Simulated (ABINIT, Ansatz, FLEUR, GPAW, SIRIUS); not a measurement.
Pt: 6 runs at one level of theory

```xyz
1
Lattice="-0.0133 1.9358 1.9445 1.9710 0.0030 1.9282 2.0009 1.9493 -0.0268" Properties=species:S:1:pos:R:3 pbc="T T T"
Pt    0.0534   -0.0121    0.0125
```

The given cell was strained at random by a few per cent at fixed volume.

Alike in all runs: task single point; functional PBEsol; k mesh 12 × 12 × 12; occupations fermi-dirac, width 0.05 eV; no spin polarisation; no spin-orbit coupling. Pressure is positive in compression and, in plane waves, holds the error of the finite cutoff, which Ansatz's Pulay term estimates and takes out.

```tsv
program and potentials	plane-wave cutoff (eV)	notes	band gap (eV)	pressure (GPa)	energy over the undisturbed cell (meV/atom)
Ansatz, Ansatz PAW	420	potentials made for PBE, which Ansatz adapts in part; 18 valence electrons an atom on average; Pulay term of +0.06 GPa included	no gap	-0.50	2.29
SIRIUS, PseudoDojo 0.4.1 PBEsol standard (scalar relativistic)	1152	18 valence electrons an atom on average	no gap	-1.06	-
FLEUR, all-electron, FLAPW	-	-	no gap	-	2.41
GPAW, PAW data sets generated for this functional	600	16 valence electrons an atom on average	no gap	-0.81	2.36
Ansatz, all-electron LAPW, scalar-relativistic	-	-	no gap	-0.53	-
ABINIT, PseudoDojo NC SR PBEsol v0.4.1 standard	1143	18 valence electrons an atom on average	no gap	-1.07	-
```

None finds a gap. The pressure spans -1.07 (ABINIT, PseudoDojo NC SR PBEsol v0.4.1 standard) to -0.50 GPa (Ansatz, Ansatz PAW), with all-electron results at -0.53.

Differences between rows come from potentials, basis sets and numerical settings, since the functional is the same but for its coding. Runs on potential files found faulty are left out.

Platinum stays metallic under this distortion because its partly filled 5d band, hybridised with a broad sp band, crosses the Fermi level, and a small shear shifts and splits those states without separating them. The energy rises in all three runs that report it, as expected of a close-packed metal whose d bonding resists shear, though one distortion does not establish stability against every strain.

All the reported pressures are negative, so the cell is slightly larger than this functional prefers. Because platinum is very stiff, even the gap between -0.50 and -1.07 GPa corresponds to only a tiny difference in equilibrium lattice constant. SIRIUS and ABINIT nearly coincide, which suggests that their shared offset from the all-electron pressure comes mainly from the pseudopotentials rather than the codes. The strain energies of GPAW and Ansatz PAW lie close together despite their different pressures, probably because errors that depend mainly on volume largely cancel between cells of equal volume.
